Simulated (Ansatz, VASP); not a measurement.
## AlGa3N4: VASP beside Ansatz

File POSCAR:

```
AlGa3N4
1.0
    4.3537108409      0.0000000000      0.0000000000
    0.0000000000      4.3537108409      0.0000000000
    0.0000000000      0.0000000000      4.5769780635
Al Ga N
1 3 4
Direct
    0.0000000000      0.0000000000      0.0000000000
    0.5000000000      0.5000000000      0.0000000000
    0.5000000000      0.0000000000      0.5000000000
    0.0000000000      0.5000000000      0.5000000000
    0.7553510553      0.7553510553      0.2446489447
    0.7553510553      0.2446489447      0.7553510553
    0.2446489447      0.7553510553      0.7553510553
    0.2446489447      0.2446489447      0.2446489447
```

Contents of INCAR.step1:

```
PREC = Accurate ; ENCUT = 520
ISMEAR = 0 ; SIGMA = 0.05
LREAL = F ; LASPH = T
NELM = 80 ; NBANDS = 41
GGA = PE ; ALGO = Normal
EDIFF = 1E-4 ; LWAVE = T
LCHARG = F
```

The input INCAR.step2:

```
PREC = Accurate ; ENCUT = 520
EDIFF = 1E-6 ; ISMEAR = 0
SIGMA = 0.05 ; LREAL = F
LASPH = T ; NELM = 80
ALGO = Normal ; ISIF = 2
LWAVE = F ; LCHARG = F
METAGGA = R2SCAN ; LMIXTAU = T
NBANDS = 41 ; ISTART = 1
```

File KPOINTS:

```
Automatic mesh
0
Gamma
  6 6 6
```

Input for Ansatz:

```yaml
crystal:
  lattice:
    - [4.3537108409, 0.0, 0.0]
    - [0.0, 4.3537108409, 0.0]
    - [0.0, 0.0, 4.5769780635]
  atoms:
    - { symbol: Al, position: [0.0, 0.0, 0.0] }
    - { symbol: Ga, position: [0.5, 0.5, 0.0] }
    - { symbol: Ga, position: [0.5, 0.0, 0.5] }
    - { symbol: Ga, position: [0.0, 0.5, 0.5] }
    - { symbol: "N", position: [0.7553510553, 0.7553510553, 0.2446489447] }
    - { symbol: "N", position: [0.7553510553, 0.2446489447, 0.7553510553] }
    - { symbol: "N", position: [0.2446489447, 0.7553510553, 0.7553510553] }
    - { symbol: "N", position: [0.2446489447, 0.2446489447, 0.2446489447] }
basis:
  ecutwfc: 500
kpoints:
  mp_grid: { grid: [6, 6, 6] }
hamiltonian:
  xc: r2scan
scf:
  occupations: { method: gaussian, width: 0.05 }
output:
  forces: true
  stress: true
  eigenvalues: true
```

Change from the starting cell: strain -0.025 along x and y, +0.025 along z, atoms carried along.

Alike in both runs: task single point; functional r2SCAN; k mesh 6 × 6 × 6; occupations gaussian, width 0.05 eV; no spin polarisation.

|  | VASP | Ansatz |
| --- | --- | --- |
| version | VASP 6.6.1 | Ansatz 0.2.0 |
| potentials or method | VASP PAW PBE potentials, release 64 (Al, Ga_d, N) | scalar-relativistic, plane waves, PAW |
| plane-wave cutoff (eV) | 520 | 500 |
| valence electrons in the cell | 62 | 62 |

VASP gave:

* gap on the k mesh at the Fermi level (eV): 2.91
* least direct gap on the mesh (eV): 2.91
* pressure (GPa): 6.1
* largest component of the traceless stress (GPa): 5.00
* rms of the force components (eV/Å): 0.041

Q: What did Ansatz give for the same quantities?

A: gap on the k mesh at the Fermi level (eV): 2.91; least direct gap on the mesh (eV): 2.91; pressure (GPa): 5.3; largest component of the traceless stress (GPa): 5.06; rms of the force components (eV/Å): 0.021.

Atom by atom the forces differ by 0.034 eV/Å (rms over components).

Caveats: the PAW data sets were made with another functional, which shifts forces and pressure a little (VASP).
